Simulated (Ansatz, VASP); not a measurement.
One calculation of BN, two programs

File INCAR:

```
SYSTEM = BN
PREC = Accurate
ENCUT = 600
EDIFF = 1E-6
ISMEAR = 0
SIGMA = 0.01
LREAL = .FALSE.
LASPH = .TRUE.
NELM = 100
ALGO = Normal
ISIF = 3
LWAVE = .FALSE.
LCHARG = .FALSE.
GGA = PE
IVDW = 12
IBRION = 2
NSW = 80
EDIFFG = -0.002
```

File KPOINTS:

```
regular mesh
0
G
  12 12 4
  0 0 0
```

POSCAR

```
BN
1.0
    2.5040000000      0.0000000000      0.0000000000
   -1.2520000000      2.1685276111      0.0000000000
    0.0000000000      0.0000000000      6.6610000000
B N
2 2
Direct
    0.3333333333      0.6666666667      0.2500000000
    0.6666666667      0.3333333333      0.7500000000
    0.6666666667      0.3333333333      0.2500000000
    0.3333333333      0.6666666667      0.7500000000
```

Input for Ansatz:

```yaml
crystal:
  lattice:
    - [2.504, 0.0, 0.0]
    - [-1.252, 2.1685276111, 0.0]
    - [0.0, 0.0, 6.661]
  atoms:
    - { symbol: B, position: [0.3333333333, 0.6666666667, 0.25] }
    - { symbol: "N", position: [0.6666666667, 0.3333333333, 0.25] }
    - { symbol: "N", position: [0.3333333333, 0.6666666667, 0.75] }
    - { symbol: B, position: [0.6666666667, 0.3333333333, 0.75] }
scf:
  occupations: { method: fixed }
output:
  forces: true
  stress: true
  eigenvalues: true
  write_density: true
  write_potential: true
  elf: true
  volumetric_format: npy
hamiltonian:
  xc: pbe
  dispersion: d3bj
kpoints:
  mp_grid: { grid: [12, 12, 4] }
basis:
  ecutwfc: 560
relax:
  f_tol: 0.002
  max_steps: 60
  cell: { stress_tol: 0.005 }
```

Alike in both runs: task relaxation of cell and atoms; functional PBE; dispersion D3(BJ); k mesh 12 × 12 × 4; no spin polarisation.

|  | VASP | Ansatz |
| --- | --- | --- |
| version | VASP 6.6.1 | Ansatz 0.2.0 |
| potentials or method | VASP PAW PBE potentials, release 64 (B, N) | scalar-relativistic, plane waves, PAW |
| plane-wave cutoff (eV) | 600 | 560 |
| occupations | gaussian, width 0.01 eV | fixed |
| valence electrons in the cell | 16 | 16 |

|  | VASP | Ansatz | Ansatz less VASP |
| --- | --- | --- | --- |
| gap on the k mesh at the Fermi level, each at its own relaxed structure (eV) | 4.24 | 4.27 | +0.029 |
| relaxed volume (Å³/atom) | 8.92 | 9.00 | +0.083 |
| relaxed cell length with the largest relative difference (Å) | 6.558 | 6.618 | +0.0600 |

A k mesh can miss the band edges. As with any semilocal functional, this PBE gap is likely too small.
